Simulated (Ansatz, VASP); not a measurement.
MgS: VASP beside Ansatz

```
CELL_PARAMETERS angstrom
4.03462 0.00000 0.00000
-2.01731 3.49409 0.00000
0.00000 0.00000 6.43229
ATOMIC_POSITIONS crystal
S 0.66667 0.33333 0.87924
S 0.33333 0.66667 0.37924
Mg 0.33333 0.66667 0.99575
Mg 0.66667 0.33333 0.49575
```

The cell comes from a database or a generator and needn't be the stable form of this composition.

Alike in both runs: task single point; functional HSE(alpha, omega); k mesh 4 × 4 × 2; occupations fermi-dirac, width 0.05 eV; no spin polarisation.

|  | VASP | Ansatz |
| --- | --- | --- |
| version | VASP 6.6.1 | Ansatz 0.2.0 |
| potentials or method | VASP PAW PBE potentials, release 64 (S, Mg) | Ansatz PAW |
| plane-wave cutoff (eV) | 520 | 420 |
| valence electrons in the cell | 16 | 32 |

```tsv
	VASP	Ansatz	Ansatz less VASP
gap on the k mesh at the Fermi level (eV)	4.29	4.30	+0.014
least direct gap on the mesh (eV)	4.29	4.30	+0.014
pressure (GPa)	0.1	0.3	+0.17
largest component of the traceless stress (GPa)	0.22	0.23	+0.007
rms of the force components (eV/Å)	0.029	0.029	-0.0007
```

Atom by atom the forces differ by 0.001 eV/Å (rms over components). The functional is the same, so the differences come from potentials, cutoffs and numerics. The two sets of potentials don't hold the same shells in valence.

Caveats: the k mesh is coarse (spacing up to 0.49 Å⁻¹), so the values aren't converged, least of all with exact exchange; the PAW data sets were made with another functional, which shifts forces and pressure a little (VASP); the PAW data sets come from PBE, with cores solved anew for the run's functional, which leaves a small shift of forces and pressure (Ansatz); the thresholds are loose for stress (Ansatz).
